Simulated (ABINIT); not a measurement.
Runs of ABINIT 10.8.3 (patched build) on Te. The structure is trigonal, space group P3_121 (No. 152). The conventional cell has a = 4.454 Å, b = 4.454 Å, c = 5.924 Å, α = 90.00°, β = 90.00°, γ = 120.00°. Te (site symmetry 2) has 2 Te at 2.86 Å as nearest neighbours. 

| task | level | potentials or basis | k mesh | cutoff (eV) | fine-grid cutoff | mesh quality | gap on the mesh (eV) | pressure (GPa) | largest force (eV/Å) |
| --- | --- | --- | --- | --- | --- | --- | --- | --- | --- |
| single point | LDA | JTH PAW LDA v2.0 | 3 × 3 × 2 | 408 | 816.342 eV | coarse | - | (c) | 0.15 |
| band structure | AM05 | JTH PAW PBE v2.0 | 7 × 7 × 5 | 408 | 816.342 eV | not flagged | - | (b) | 0.12 |
| band structure | revPBE | JTH PAW PBE v2.0 | 7 × 7 × 5 | 408 | 816.342 eV | not flagged | - | 2.4 | 0.22 |
| band structure | PW91 | JTH PAW PBE v2.0 | 7 × 7 × 5 | 408 | 816.342 eV | not flagged | - | 1.5 | 0.24 |
| single point | LDA | JTH PAW LDA v2.0 | 6 × 6 × 4 | 408 | 816.342 eV | not flagged | 0.12 | -1.9 | 0.13 |
| band structure | SOGGA | JTH PAW PBE v2.0 | 7 × 7 × 5 | 408 | 816.342 eV | not flagged | - | -1.8 | 0.17 |
| band structure | BP86 | JTH PAW PBE v2.0 | 7 × 7 × 5 | 408 | 816.342 eV | not flagged | - | (a) | 0.24 |
| band structure | LDA | JTH PAW LDA v2.0 | 7 × 7 × 5 | 408 | 816.342 eV | not flagged | - | -1.9 | 0.14 |
| single point | r2SCAN | JTH PAW PBE v2.0 | 6 × 6 × 4 | 490 | 979.61 eV | not flagged | 0.34 | - | (d) |
| band structure | PBEsol | JTH PAW PBE v2.0 | 7 × 7 × 5 | 408 | 816.342 eV | not flagged | - | -0.9 | 0.19 |
| single point | PBE | JTH PAW PBE v2.0 | 4 × 4 × 3 | 408 | 816.342 eV | not flagged | 0.79 | 1.6 | 0.21 |

Alike in all rows: no spin polarisation; cell as given; smearing fermi-dirac 0.05 eV.

Estimate the missing entries.

(a) 2.1; (b) -0.5; (c) -1.5; (d) 0.01.

Caveats: some runs use coarse meshes; the PAW data sets were made with another functional, which shifts forces and pressure a little (some runs); spin-orbit coupling is left out, which moves the levels of the heavy elements (some runs); an odd mesh through Γ misses points on the zone boundary, where band edges often lie (some runs).

A k mesh can miss the band edges, and the runs leave out spin-orbit coupling on Te.

Not every run made on this cell is shown here.
